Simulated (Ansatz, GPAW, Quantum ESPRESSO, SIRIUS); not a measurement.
# Equation of state of MgS under PBEsol

```yaml
crystal:
  lattice:
    - [0.00000, 2.83312, 2.83312]
    - [2.83312, 0.00000, 2.83312]
    - [2.83312, 2.83312, 0.00000]
  atoms:
    - { symbol: S, position: [0.25000, 0.25000, 0.25000] }
    - { symbol: Mg, position: [0.00000, 0.00000, 0.00000] }
```

The cell comes from a database or a generator and needn't be the stable form of this composition.

The cell was scaled at fixed shape and fractions and run with GPAW, PAW data sets generated for this functional, cutoff 800 eV; PBEsol, k mesh 8 × 8 × 8 on the cell of 2 atoms, fermi-dirac occupations of 0.05 eV, no spin polarisation, no spin-orbit coupling. Energies are those that the program minimises, any entropy of the smearing included.

```csv
V (Å³/atom),energy over the lowest row (meV/atom)
21.3758,13.046
21.8306,4.891
22.2854,0.667
22.7402,0.000
23.1950,2.541
23.6498,?
24.1046,16.034
```

**Question.** Fit the third-order Birch-Murnaghan form, give V0, B0 and B′, and predict the energy left open.

**Answer.** With y = (V0/V)^(2/3), E = E0 + (9 V0 B0/16) [(y - 1)³ B′ + (y - 1)² (6 - 4y)]. Least squares through the rows shown give V0 = 22.6018 Å³/atom, E0 = -0.151 meV, B0 = 57.88 GPa (1 eV/Å³ = 160.218 GPa) and B′ = 4.07, with a largest miss of 0.002 meV. At V = 23.6498 the form with these constants gives 7.979 meV; the run gave 7.980 meV an atom. Other set-ups at this level, from all their volumes (Å³/atom, GPa): Ansatz, all-electron LAPW, scalar-relativistic: V0 22.557, B0 57.7; Quantum ESPRESSO, GBRV 1.5 PBEsol: V0 22.545, B0 57.74; SIRIUS, all-electron FP-LAPW, apw+lo standard: V0 22.554, B0 57.84.

The cell is zinc-blende MgS, and its energy curve is smooth and only mildly anharmonic. With B′ at 4.07, the third-order form nearly reduces to the second-order one. Compression costs more than an equal expansion because the overlap repulsion between the filled shells of Mg and S rises steeply, while the Madelung attraction varies slowly with distance. The modest stiffness fits a largely ionic, tetrahedrally coordinated lattice with long bonds and much open space.

The close match at the omitted volume supports the fit as an interpolation, but says little about strong compression. The other set-ups give nearly the same bulk modulus and slightly smaller volumes. The two all-electron results lie very close together, which suggests that the small volume offset comes from the PAW description rather than from the functional.

Bulk MgS normally adopts the denser rocksalt structure, so these constants are better compared with zinc-blende epitaxial layers, after allowing for strain and thermal expansion, than with ordinary bulk samples.
